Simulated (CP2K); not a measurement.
SnTe under changes of volume

One of the cells (47.091 Å³/atom); the others are scaled copies at fixed shape and fractional positions:

```xyz
2
Lattice="5.1069 0.0000 0.0000 2.5535 4.4227 0.0000 2.5535 1.4742 4.1698" Properties=species:S:1:pos:R:3 pbc="T T T"
Te    2.5535    1.4742    1.0424
Sn    0.0000    0.0000    0.0000
```

Measurements of this composition are mostly on another form, of space group No. 225.

| Quantity | Value |
| --- | --- |
| Program | CP2K 2026.2 |
| Functional | LDA |
| Potentials or basis | GTH_POTENTIALS Te GTH-PADE-q6, Sn GTH-PADE-q4; TZVP-MOLOPT-PBE-GTH basis |
| Density cutoff | 6123 eV |
| k mesh | 7 × 7 × 7 |
| Occupations | fermi-dirac, width 0.1 eV |
| Spin | no spin polarisation |

```csv
volume (Å³/atom),energy over the lowest point (meV/atom),pressure (GPa)
44.265,0.00,-0.6
45.207,4.77,-1.1
46.149,12.39,-1.6
47.091,22.56,-2.0
48.033,35.10,-2.4
48.974,49.73,-2.7
49.916,?,?
```

Task: What does the run at 49.916 Å³/atom give?

Result: Energy over the lowest point 66.27 meV/atom; pressure -3.0 GPa.

Worked out: A Birch-Murnaghan fit of order 3 (a polynomial in V^(-2/3)) to the other rows has its minimum at 43.33 Å³/atom, just outside them, with B0 = V·E''(V) = 27 GPa and B' = 3.4. It gives 66.31 meV/atom at 49.916 Å³/atom, against the run's 66.27, and -dE/dV = -3.0 GPa, against -3.0.

Energies are extrapolated to zero smearing.

Caveats: the basis of atomic orbitals isn't converged, which shifts pressures, moduli and gaps.
